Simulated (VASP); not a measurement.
# InAs (F-43m) in VASP: settings compared, part 2 of 2

VASP 6.6.1. Earlier steps stand in the parts before.

### Step 3. Single point, PBE-based screened hybrid

POSCAR

```
InAs
1.0
    0.0000000000      3.0240000793      3.0240000793
    3.0240000793      0.0000000000      3.0240000793
    3.0240000793      3.0240000793      0.0000000000
In As
1 1
Direct
    0.0000000000      0.0000000000      0.0000000000
    0.7500000000      0.7500000000      0.7500000000
```

INCAR.step1

```
  ALGO = Normal
  EDIFF = 1E-5
  ENCUT = 520
  GGA = PE
  ISIF = 2
  ISMEAR = 0
  LASPH = T
  LCHARG = F
  LREAL = F
  LWAVE = T
  NBANDS = 16
  NELM = 80
  PREC = Accurate
  SIGMA = 0.05
```

INCAR.step2

```
  AEXX = 0.4
  ALGO = Normal
  EDIFF = 1E-7
  ENCUT = 520
  GGA = PE
  HFSCREEN = 0.20787
  ISIF = 2
  ISMEAR = 0
  ISTART = 1
  LASPH = T
  LCHARG = F
  LHFCALC = T
  LREAL = F
  LWAVE = F
  NBANDS = 16
  NELM = 80
  PREC = Accurate
  PRECFOCK = Normal
  SIGMA = 0.05
```

KPOINTS

```
k-points
0
Gamma
  6 6 6
```

Potentials or basis: VASP PAW PBE potentials, release 64 (In_d, As).

Command:

```sh
cat potpaw_PBE.64/In_d/POTCAR potpaw_PBE.64/As/POTCAR > POTCAR
cp INCAR.step1 INCAR
mpirun -np 1 vasp_std > vasp.out
cp INCAR.step2 INCAR
mpirun -np 1 vasp_std > vasp.out
```

OUTCAR:

```text
AEXX = 0.4
   EDIFF = 1E-7
   ENCUT = 520
   GGA = PE
   HFSCREEN = 0.20787
   ISIF = 2
   ISMEAR = 0
   ISTART = 1
   LASPH = T
   LHFCALC = T
   LREAL = F
   NELM = 80
   PREC = Accurate
   PRECFOCK = Normal

 ion  position               nearest neighbor table
   1  0.000  0.000  0.000-   2 2.62   2 2.62   2 2.62   2 2.62
   2  0.750  0.750  0.750-   1 2.62   1 2.62   1 2.62   1 2.62

  LATTYP: Found a face centered cubic cell.
 ALAT       =     6.0480001586
[... 489 lines left out ...]
     16      17.3843      0.00000

------------------------ aborting loop because EDIFF is reached ----------------------------------------

  FORCE on cell =-STRESS in cart. coord.  units (eV):
  Direction    XX          YY          ZZ          XY          YZ          ZX
  --------------------------------------------------------------------------------------
  -------------------------------------------------------------------------------------
  Total        0.1496944      0.1496944      0.1496944     -0.0000000     -0.0000000     -0.0000000
  in kB        4.3365138      4.3365138      4.3365138     -0.0000000     -0.0000000     -0.0000000
  external PRESSURE =       4.3365138 kB  Pullay stress =       0.0000000 kB

 VOLUME and BASIS-vectors are now :
 -----------------------------------------------------------------------------
  energy-cutoff  :      520.00
  volume of cell :       55.31
      direct lattice vectors                 reciprocal lattice vectors
     0.000000000  3.024000079  3.024000079    -0.165343911  0.165343911  0.165343911
     3.024000079  0.000000000  3.024000079     0.165343911 -0.165343911  0.165343911
     3.024000079  3.024000079  0.000000000     0.165343911  0.165343911 -0.165343911

 POSITION                                       TOTAL-FORCE (eV/Angst)
 -----------------------------------------------------------------------------------
      0.00000      0.00000      0.00000         0.000000      0.000000      0.000000
      4.53600      4.53600      4.53600        -0.000000     -0.000000     -0.000000
 -----------------------------------------------------------------------------------
    total drift:                               -0.000008     -0.000010     -0.000007

  FREE ENERGIE OF THE ION-ELECTRON SYSTEM (eV)
  ---------------------------------------------------
  free  energy   TOTEN  =       -10.2157626006 eV

  energy  without entropy=      -10.2157626006  energy(sigma->0) =      -10.21576260
```

OUTCAR.step1:

```text
EDIFF = 1E-5
   ENCUT = 520
   GGA = PE
   ISIF = 2
   ISMEAR = 0
[... 514 lines left out ...]
 -----------------------------------------------------------------------------------
      0.00000      0.00000      0.00000         0.000000      0.000000      0.000000
      4.53600      4.53600      4.53600        -0.000000     -0.000000     -0.000000
 -----------------------------------------------------------------------------------
    total drift:                                0.000000      0.000000      0.000000

  FREE ENERGIE OF THE ION-ELECTRON SYSTEM (eV)
  ---------------------------------------------------
  free  energy   TOTEN  =        -7.6546421270 eV

  energy  without entropy=       -7.6542850383  energy(sigma->0) =       -7.65446358
```

OSZICAR.step1:

```text
N       E                     dE             d eps       ncg     rms          rms(c)
DAV:   1     0.114825737367E+03    0.11483E+03   -0.82960E+03   520   0.122E+03
DAV:   2    -0.221366249226E+00   -0.11505E+03   -0.11014E+03   584   0.305E+02
DAV:   3    -0.772922587686E+01   -0.75079E+01   -0.74778E+01   648   0.743E+01
DAV:   4    -0.792498298998E+01   -0.19576E+00   -0.19561E+00   672   0.138E+01
DAV:   5    -0.793492950316E+01   -0.99465E-02   -0.99463E-02   736   0.260E+00    0.458E+00
DAV:   6    -0.767806355213E+01    0.25687E+00   -0.38690E-01   808   0.103E+01    0.253E+00
DAV:   7    -0.765267184112E+01    0.25392E-01   -0.11555E-01   712   0.301E+00    0.737E-01
DAV:   8    -0.765381691528E+01   -0.11451E-02   -0.13509E-02   656   0.129E+00    0.196E-01
DAV:   9    -0.765442244185E+01   -0.60553E-03   -0.95999E-04   592   0.254E-01    0.119E-01
DAV:  10    -0.765459444536E+01   -0.17200E-03   -0.20426E-04   656   0.207E-01    0.611E-02
DAV:  11    -0.765464178229E+01   -0.47337E-04   -0.11086E-04   568   0.121E-01    0.361E-02
DAV:  12    -0.765464212700E+01   -0.34471E-06   -0.48290E-06   504   0.291E-02
   1 F= -.76546421E+01 E0= -.76544636E+01  d E =-.357089E-03
```

It took 39 min on 1 thread of Intel Xeon Platinum 8488C (Sapphire Rapids), shared host; peak memory 0.31 GiB.

What came out:

* Free energy: -10.2158 eV
* Pressure: 0.4 GPa
* Band gap on the k mesh: 1.04 eV, direct

Caveat: the PAW data sets were made with another functional, which shifts forces and pressure a little; spin-orbit coupling is left out, which moves the levels of the heavy elements.

### Step 4. Single point, PBE

INCAR

```
SYSTEM = InAs
ALGO     = Normal         ! electronic algorithm
EDIFF    = 1E-6           ! SCF threshold, eV
ENCUT    = 500            ! plane-wave cutoff, eV
GGA      = PE             ! functional
GGA_COMPAT= .FALSE.      
ISIF     = 2              ! what is computed and relaxed
ISMEAR   = -1             ! smearing method
LASPH    = .TRUE.         ! aspherical terms in the spheres
LCHARG   = .FALSE.        ! write CHGCAR
LREAL    = .FALSE.        ! projectors in reciprocal space
LWAVE    = .FALSE.        ! write WAVECAR
NBANDS   = 16             ! bands
NELM     = 120            ! most SCF steps
PREC     = Accurate       ! precision mode
SIGMA    = 0.05           ! smearing width, eV
```

KPOINTS

```
k-points
0
G
  6 6 6
  0 0 0
```

POSCAR is that of step 3.

Command:

```sh
cat potpaw_PBE.64/In_d/POTCAR potpaw_PBE.64/As/POTCAR > POTCAR
mpirun -np 1 vasp_std > vasp.out
```

Run time: 20 s. Hardware: 1 thread of Intel Xeon 8259CL, shared host; peak memory 0.18 GiB.

Results (log left out):

```yaml
Free_energy: -7.6552 eV
Pressure: 4.0 GPa
Band_gap_on_the_k_mesh: zero (filled and empty bands touch)
```

Levels at points of the mesh, in eV from the Fermi level:
| k point | band 7 | band 8 | band 9 | band 10 | band 11 | band 12 |
| --- | --- | --- | --- | --- | --- | --- |
| (0.00, 0.00, 0.00) | -0.24 | -0.04 | -0.04 | -0.04 | 3.87 | 3.87 |
| (0.50, 0.00, 0.00) | -5.80 | -1.02 | -1.02 | 0.92 | 4.64 | 4.64 |
| (0.50, 0.50, 0.00) | -5.87 | -2.36 | -2.36 | 1.51 | 2.02 | 9.14 |

Caveat: spin-orbit coupling is left out, which moves the levels of the heavy elements.

### Step 5. The runs side by side

| level | cutoff (eV) | smearing | grid for exact exchange (PRECFOCK) | share of exact exchange | screening parameter | gap on the mesh (eV) | pressure (GPa) |
| --- | --- | --- | --- | --- | --- | --- | --- |
| PBE | 520 | gaussian 0.05 eV | - | - | - | none | 4.0 |
| PBE-based screened hybrid | 520 | gaussian 0.05 eV | Normal | 0.4 | 0.20787 1/Å | 1.04 | 0.4 |
| PBE | 500 | fermi-dirac 0.05 eV | - | - | - | none | 4.0 |

Alike in all rows: task single point; potentials or basis VASP PAW PBE potentials, release 64 (In_d, As); no spin polarisation; cell as given; k mesh 6 × 6 × 6.

On the cell as given the gap runs from zero (PBE) to 1.04 eV (PBE-based screened hybrid). The pressure there spans 0.4 GPa (PBE-based screened hybrid) to 4.0 GPa (PBE); a positive pressure means that this level wants a larger cell, a negative one a smaller.

Caveats: spin-orbit coupling is left out, which moves the levels of the heavy elements; the PAW data sets were made with another functional, which shifts forces and pressure a little (some runs).

Absolute energies hang on the potentials; compare differences alone.

### Step 6. How close it comes

Step 3. Measured gap of InAs: 0.418 eV (direct; 4.2 K; a printed reference work, data compilation). This calculation gives 1.04 eV (+0.63 eV). Spin-orbit coupling on As, In is left out. The value is that of PBE-based screened hybrid, without temperature or zero-point motion.
